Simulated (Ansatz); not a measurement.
The system is AgBr.

```xyz
2
Lattice="0.0000 2.8702 2.8702 2.8702 0.0000 2.8702 2.8702 2.8702 0.0000" Properties=species:S:1:pos:R:3 pbc="T T T"
Ag    0.0000    0.0000    0.0000
Br    2.8702    2.8702    2.8702
```

Program: Ansatz 0.2.0. Alike in all runs: potentials or basis Ansatz PAW; no spin polarisation; cell as given; k mesh 8 × 8 × 8; smearing fermi-dirac 0.05 eV.

**Question.** Order these runs on this cell by their band gap on the k mesh, lowest first.
A. level PBE; cutoff (eV) 350
B. level PBEsol+U; U Ag d U = 3.5 eV; cutoff (eV) 420; points for each segment of the path 14; hubbard projectors ortho-atomic (the default); double counting fll (the default)
C. level LDA; cutoff (eV) 420; points for each segment of the path 14

**Answer.** C (0.38 eV), A (0.67 eV), B (1.04 eV).

Caveats: the cutoff lies under the one recommended for these potentials (some runs).

A k mesh can miss the band edges.
